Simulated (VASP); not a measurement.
Here is a VASP 6.6.1 calculation.

File POSCAR:

```
Ca
4.0648
   -0.577353030678      0.577353030678      0.577353030678
    0.577353030678     -0.577353030678      0.577353030678
    0.577353030678      0.577353030678     -0.577353030678
Ca
1
Direct
    0.0000000000      0.0000000000      0.0000000000
```

The input INCAR.step1:

```
SYSTEM = Ca
PREC = Accurate
ENCUT = 600
EDIFF = 1E-5
ISMEAR = -1
SIGMA = 0.02
LREAL = .False.
LASPH = .True.
NELM = 60
ALGO = Normal
LWAVE = .True.
LCHARG = .False.
NELMIN = 4
GGA = PE
```

Contents of INCAR.step2:

```
SYSTEM = Ca
PREC = Accurate
ENCUT = 600
EDIFF = 1E-7
ISMEAR = -1
SIGMA = 0.02
LREAL = .False.
LASPH = .True.
NELM = 60
ALGO = Normal
ISIF = 3
LWAVE = .False.
LCHARG = .False.
GGA = PS
LHFCALC = .True.
HFSCREEN = 0.2
PRECFOCK = Fast
IBRION = 2
NSW = 40
EDIFFG = -0.01
NELMIN = 4
ISTART = 1
```

File KPOINTS:

```
regular mesh
0
Monkhorst
  4 4 4
  0 0 0
```

Potentials or basis: VASP PAW PBE potentials, release 64 (Ca_sv).

Launch:

```sh
$ cat potpaw_PBE.64/Ca_sv/POTCAR > POTCAR
$ cp INCAR.step1 INCAR
$ mpirun -np 1 vasp_std > vasp.out
$ cp INCAR.step2 INCAR
$ mpirun -np 1 vasp_std > vasp.out
```

Problem. Predict the relaxed cell.

Solution. a = 3.817 Å, b = 3.817 Å, c = 3.817 Å, α = 109.47°, β = 109.47°, γ = 109.47°.

Problem. Predict the relaxed volume.

Solution. 42.80 Å³/atom.

Problem. Estimate the space group after relaxing (to 0.05 Å).

Solution. Im-3m (No. 229).

Final structure:
```
Ca
1.0
    -2.20361    2.20361    2.20361
     2.20361   -2.20361    2.20361
     2.20361    2.20361   -2.20361
Ca
1
Cartesian
  0.0000 0.0000 0.0000
```

Caveat: the k mesh is coarse (spacing up to 0.47 Å⁻¹), so the values aren't converged, least of all with exact exchange; the PAW data sets were made with another functional, which shifts forces and pressure a little.
